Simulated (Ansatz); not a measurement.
Here is an Ansatz 0.2.0 calculation.

File input.yaml:

```yaml
crystal:
  lattice:
    - [3.8227, 0.0, 0.0]
    - [-1.91135, 3.310555311, 0.0]
    - [0.0, 0.0, 12.52]
  atoms:
    - { symbol: Zn, position: [0.6666666667, 0.3333333333, 0.75] }
    - { symbol: Zn, position: [0.3333333333, 0.6666666667, 0.25] }
    - { symbol: Zn, position: [0.0, 0.0, 0.5] }
    - { symbol: Zn, position: [0.0, 0.0, 0.0] }
    - { symbol: S, position: [0.6666666667, 0.3333333333, 0.9375] }
    - { symbol: S, position: [0.3333333333, 0.6666666667, 0.4375] }
    - { symbol: S, position: [0.0, 0.0, 0.6875] }
    - { symbol: S, position: [0.0, 0.0, 0.1875] }
hamiltonian:
  xc: pbesol
  pseudopotentials: { kind: paw }
  dispersion: d4
kpoints:
  mp_grid: { grid: [8, 8, 3] }
scf:
  occupations: { method: fermi_dirac, width: 0.05 }
output:
  forces: true
  stress: true
  eigenvalues: true
relax:
  f_tol: 0.01
  max_steps: 40
  cell: { stress_tol: 0.05 }
```

Potentials or basis: Ansatz PAW.

The run is started by

```bash
$ ansatz run input.yaml --threads 4 --pin off --max-ram 11264MiB --backend cpu --events-out ev --progress --plain --runs-dir out
```

Problem. Predict the space group after relaxing (to 0.05 Å).

Solution. P6_3mc (No. 186).

Problem. Predict the relaxed volume.

Solution. 18.87 Å³/atom.

Final structure:
```xyz
8
Lattice="3.7616 0.0000 0.0000 -1.8808 3.2577 0.0000 0.0000 0.0000 12.3197" Properties=species:S:1:pos:R:3 pbc="T T T"
Zn    1.8808    1.0859    9.2409
Zn    0.0000    2.1718    3.0810
Zn    0.0000    0.0000    6.1619
Zn    0.0000    0.0000    0.0020
S     1.8808    1.0859   11.5503
S     0.0000    2.1718    5.3905
S     0.0000    0.0000    8.4661
S     0.0000    0.0000    2.3062
```

Caveat: odd divisions of the mesh miss points on the zone boundary, where band edges often lie, so the gap on the mesh can be too wide; the PAW data sets come from PBE, with cores solved anew for the run's functional, which leaves a small shift of forces and pressure.
